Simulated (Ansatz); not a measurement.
A one-shot G0W0 calculation of BN (R3m) from a database of computed structures with the plane-wave code Ansatz, at the level G0W0@PBE with 66 empty bands, a screening cutoff of 140 eV and a 6×6×6 mesh. The geometry is the r2SCAN+rVV10 minimum.

input.yaml:
```yaml
crystal:
  lattice:
    - [2.4882474826, 0.0027783522, -0.2444865124]
    - [-1.23447523, 2.160423293, 0.2445306024]
    - [-0.9249799228, -0.9087833053, 3.3134102742]
  atoms:
    - { symbol: B, position: [0.9910320786, 0.9914197637, -0.006162198] }
    - { symbol: "N", position: [0.6571169214, 0.3244642363, 0.992967198] }
kpoints:
  mp_grid: { grid: [6, 6, 6] }
hamiltonian:
  xc: pbe
scf:
  occupations: { method: fixed }
gw:
  n_empty_bands: 66
  ecut_chi: 140
  qp_bands: [v2, c2]
  qp_kpoints: band_edges
  screening: { model: contour_deformation }
```

Command: `ansatz run input.yaml --threads 2 --pin off --max-ram 3686MiB --backend cpu --events-out ev --progress --plain --runs-dir out`. It took 87 s on 2 threads of Arm Neoverse V2, with other jobs on the host; peak host memory 0.39 GiB.

Question: Predict the output.

Answer: Abridged output:
```
Warning: 1 symmetry operations that the atoms keep within the bar at which the run's group was sought (crystal.symmetry.tolerance 1.0e-5, or twice it) were not taken beside the 1 unitary ones that the detection took (of a slab, those that keep its plane). […]
Functional definition: PBE
Crystal: 2 atoms, lattice volume = 17.613 Å³
Basis set: ecut = 420 eV, 347 PW (Γ)
Bands: 8, of which v1, the nominal top of the filled ones, is band 4 counted from 1 (3 counted from 0)
Symmetry: 1 space group operations
Space group: P1 (ITA 1)
k-points: 112 of 216 (time reversal used)
SCF iter   1: HF=-542.394020 eV  Δρ=1.62e-3  dr2=1.58e-4
SCF iter   2: HF=-542.394957 eV  Δρ=8.49e-4  dr2=2.88e-5
SCF iter   3: HF=-542.395122 eV  Δρ=4.05e-4  dr2=6.49e-6
SCF iter   4: HF=-542.395173 eV  Δρ=4.65e-5  dr2=2.33e-7
SCF iter   5: HF=-542.395173 eV  Δρ=1.56e-5  dr2=1.72e-8
SCF iter   6: HF=-542.395173 eV  Δρ=2.58e-6  dr2=5.53e-10
SCF 1 converged in 6 iterations: F = -542.395173 eV  dr2 = 5.53e-10
Free energy (F): -542.395173 eV
Fermi energy:    4.954743 eV
--- Per-component energies (eV) ---
  E_band       = -17.156757
  E_kinetic    = 183.715534
  E_local      = -336.717875
  E_nonlocal   = 57.879765
  E_hartree    = 107.679294
  E_xc         = -92.293336
  E_vxc        = -114.515334
  E_paw        = -206.849636
  E_vpaw       = -22.877416
  E_ewald      = -255.809020
--- Band table (eV; the first three rows and the last of 112) ---
  k-point 0: bands = [-12.8614, 0.9827, 3.6905, 3.6905, 10.3594, 16.7056, 16.7066, 18.1876]
  k-point 1: bands = [-12.7808, 0.2862, 3.6848, 3.6850, 11.6058, 16.6834, 16.6837, 18.0822]
  k-point 2: bands = [-12.6112, -0.8466, 3.6719, 3.6724, 14.0804, 16.6363, 16.6372, 17.7712]
  k-point 111: bands = [-9.5455, -3.8290, 0.8251, 3.7261, 9.1737, 14.8908, 19.5141, 23.1119]
--- G₀W₀: contour deformation, 6 samples at zero and on the imaginary axis and 2 off it, 216 q-points, 66 empty bands' worth ---
    ik  band        ε_KS         Σx   Σc(E_QP)       V_xc       Z   E_QP_lin       E_QP  E_QP is
     0     3      3.6905   -23.6939     3.3804   -19.2260  0.7936     2.5900     2.6030  root
     0     4      3.6905   -23.6939     3.3804   -19.2260  0.7936     2.5900     2.6030  root
     0     5     10.3594    -5.1965    -4.0140    -9.4819  0.8368    10.6314    10.6307  root
     0     6     16.7056    -8.1484    -5.4514   -15.1872  0.8075    18.3245    18.2930  root
    15     3      1.4275   -23.4665     3.9429   -18.2935  0.7778     0.1753     0.1975  root
    15     4      3.2688   -20.0019     3.0182   -15.9757  0.7696     2.2455     2.2608  root
    15     5     12.1935    -6.7415    -5.1199   -12.7690  0.7867    13.1155    13.1011  root
    15     6     13.4339    -5.6153    -4.6555   -10.8474  0.8155    14.0145    14.0104  root
    16     3      0.9025   -23.5340     4.1000   -18.1787  0.7735    -0.3778    -0.3527  root
    16     4      4.4252   -20.3201     2.7187   -16.6893  0.7791     3.5031     3.5132  root
    16     5     10.3166    -6.5153    -4.6509   -11.9728  0.8079    11.1305    11.1232  root
    16     6     14.9928    -8.0022    -5.3022   -14.3405  0.7994    16.0447    16.0288  root
    17     3      0.8832   -23.5176     4.1047   -18.1548  0.7734    -0.4002    -0.3749  root
    17     4      4.1872   -19.9489     2.7421   -16.2545  0.7787     3.2234     3.2349  root
    17     5     10.2154    -6.8361    -4.5957   -12.2505  0.8069    11.0415    11.0341  root
    17     6     14.8252    -7.7746    -5.1713   -13.9248  0.8047    15.8171    15.8041  root
    18     3      0.8449   -23.4857     4.1141   -18.1077  0.7730    -0.4447    -0.4188  root
    18     4      3.8458   -19.6340     2.8184   -15.8079  0.7771     2.8245     2.8382  root
    18     5      9.6010    -6.6660    -4.3405   -11.7223  0.8139    10.3218    10.3168  root
    18     6     14.8573    -8.0284    -5.2100   -14.2739  0.8051    15.9065    15.8927  root
    19     3      0.8255   -23.4704     4.1188   -18.0853  0.7728    -0.4667    -0.4407  root
    19     4      3.7326   -19.6464     2.8663   -15.7555  0.7761     2.6935     2.7080  root
    19     5      9.1841    -6.3719    -4.2041   -11.2159  0.8190     9.8277     9.8240  root
    19     6     14.8893    -8.1186    -5.2217   -14.4020  0.8057    15.9653    15.9510  root
    20     3      1.7510   -23.4667     3.8475   -18.3861  0.7767     0.4947     0.5178  root
    20     4      2.7831   -23.4891     3.5757   -18.7650  0.7880     1.6186     1.6347  root
    20     5     11.7774    -5.5752    -4.2119   -10.1906  0.8270    12.1826    12.1809  root
    20     6     16.1244    -7.5735    -6.1886   -14.8991  0.7332    17.2686    17.2614  root
    22     3      1.7110   -23.6371     3.8744   -18.5136  0.7781     0.4387     0.4620  root
    22     4      2.7638   -23.4761     3.5817   -18.7422  0.7879     1.5954     1.6117  root
    22     5     14.7428    -8.3992    -5.6754   -15.1409  0.7545    15.8414    15.8091  root
    22     6     16.1192    -8.2160    -5.4152   -14.9627  0.8009    17.4750    17.4506  root
    24     3      1.6968   -23.5388     3.8683   -18.4236  0.7774     0.4264     0.4499  root
    24     4      2.8096   -23.5177     3.5715   -18.8021  0.7881     1.6496     1.6656  root
    24     5     13.0051    -6.6539    -4.5709   -11.8673  0.8073    13.6530    13.6476  root
    24     6     16.3648    -8.1342    -5.7135   -15.1675  0.7762    17.6961    17.6846  root
  […]
```
Only the leading digits can be foreseen; the rest is this run's record.

The rows of the band table are 0: (0, 0, 0) = Γ, 1: (0, 0, 1/6), 2: (0, 0, 1/3), 111: (-1/2, -1/2, -1/2).

The points are ik 0 = (0, 0, 0) (Γ), ik 15 = (0, 1/3, -1/6), ik 16 = (0, -1/2, 0), ik 17 = (0, -1/2, 1/6), ik 18 = (0, -1/2, 1/3), ik 19 = (0, -1/2, -1/2), ik 20 = (1/6, 0, 0), ik 22 = (1/6, 0, 1/3), ik 24 = (1/6, 0, -1/3), ik 25 = (1/6, 0, -1/6), ik 35 = (1/6, 1/3, -1/2), ik 37 = (1/6, 1/3, -1/6); band 4 is the last filled one.

G0W0 moves the gap on the mesh from 4.22 eV (PBE) to 5.72 eV (k = (1/3, 1/3, 0) to k = (-1/2, -1/2, -1/2)). Renormalisation factors Z lie between 0.71 and 0.84. No extrapolation in bands, cutoff or mesh was made for G0W0.

(Simulation; spin polarisation is off.)
